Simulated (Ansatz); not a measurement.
## Mg: strain and displacement

```yaml
crystal:
  lattice:
    - [0.00000, 2.24426, 2.24426]
    - [2.24426, 0.00000, 2.24426]
    - [2.24426, 2.24426, 0.00000]
  atoms:
    - { symbol: Mg, position: [0.00000, 0.00000, 0.00000] }
```

The conventional cell has a = 4.489 Å, b = 4.489 Å, c = 4.489 Å, α = 90.00°, β = 90.00°, γ = 90.00°. Around Mg (atom 1) lie 12 Mg at 3.17 Å.

Structure from Materials Project entry mp-1056702 (possibly hypothetical), not relaxed further.

Level of theory: DFT, PBE, all-electron LAPW, scalar-relativistic in Ansatz 0.2.0.

Sampling and basis: a Γ-centred 16×16×16 k mesh, Fermi–Dirac smearing of 0.03 eV, basis error target 1 meV/atom, no spin polarisation.

The unchanged cell is at 0.83 GPa.

In a metal, stresses and small energies carry noise from the k mesh.

x, y and z are the Cartesian axes of the cell as listed; fractional coordinates follow a strain, and an engineering shear is twice the off-diagonal strain component.

**Question.** One change gave: energy change under 1 meV/atom; stress change (xx, yy, zz, yz, xz, xy) 0.00, 0.00, 0.00, 0.12, 0.12, 0.12 GPa, compression positive. Which change was it?
A. equal xy, yz and zx engineering shear strains of -3 %
B. equal xy, yz and zx engineering shear strains of +3 %
C. equal xy, yz and zx engineering shear strains of -2 %
D. equal xy, yz and zx engineering shear strains of +1 %
E. equal xy, yz and zx engineering shear strains of -1 %
F. equal xy, yz and zx engineering shear strains of +2 %

**Answer.** E. For equal xy, yz and zx engineering shear strains of -3 %: energy change +4 meV/atom; stress change (xx, yy, zz, yz, xz, xy) 0.12, 0.12, 0.12, 0.74, 0.74, 0.74 GPa, compression positive. For equal xy, yz and zx engineering shear strains of +2 %: energy change +1 meV/atom; stress change (xx, yy, zz, yz, xz, xy) 0.03, 0.03, 0.03, -0.36, -0.36, -0.36 GPa, compression positive. For equal xy, yz and zx engineering shear strains of -2 %: energy change +1 meV/atom; stress change (xx, yy, zz, yz, xz, xy) 0.04, 0.04, 0.04, 0.47, 0.47, 0.47 GPa, compression positive. For equal xy, yz and zx engineering shear strains of +1 %: energy change under 1 meV/atom; stress change (xx, yy, zz, yz, xz, xy) -0.01, -0.01, -0.01, -0.18, -0.18, -0.18 GPa, compression positive. For equal xy, yz and zx engineering shear strains of +3 %: energy change +4 meV/atom; stress change (xx, yy, zz, yz, xz, xy) 0.11, 0.11, 0.11, -0.66, -0.66, -0.66 GPa, compression positive.
